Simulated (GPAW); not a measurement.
Crystal: NaCl.

```
Cl Na
1.0
     0.00000    2.79406    2.79406
     2.79406    0.00000    2.79406
     2.79406    2.79406    0.00000
Cl Na
1 1
Direct
  0.50000 0.50000 0.50000
  0.00000 0.00000 0.00000
```

The cell is a database's computed one.

Base run:

- Program: GPAW 26.7.0
- Functional: BLYP
- Potentials or basis: PAW data sets generated in the run's folder for this functional
- Cutoff: 800 eV
- Basis: pw
- k mesh: 7 × 7 × 7
- Occupations: fermi-dirac, width 0.05 eV
- Spin: no spin polarisation

Its results: band gap on the k mesh 5.25 eV, direct; pressure 2.5 GPa.

After a change of settings the same cell gave: band gap on the k mesh 6.02 eV, direct; pressure 4.3 GPa. Which change was it?
A. functional from BLYP to PBEint; band points from 60 to 80
B. functional from BLYP to AM05; band points from 60 to 80
C. functional from BLYP to OLYP; band points from 60 to 100
D. functional from BLYP to PBEsol

C.

Not every run made on this cell is shown here.
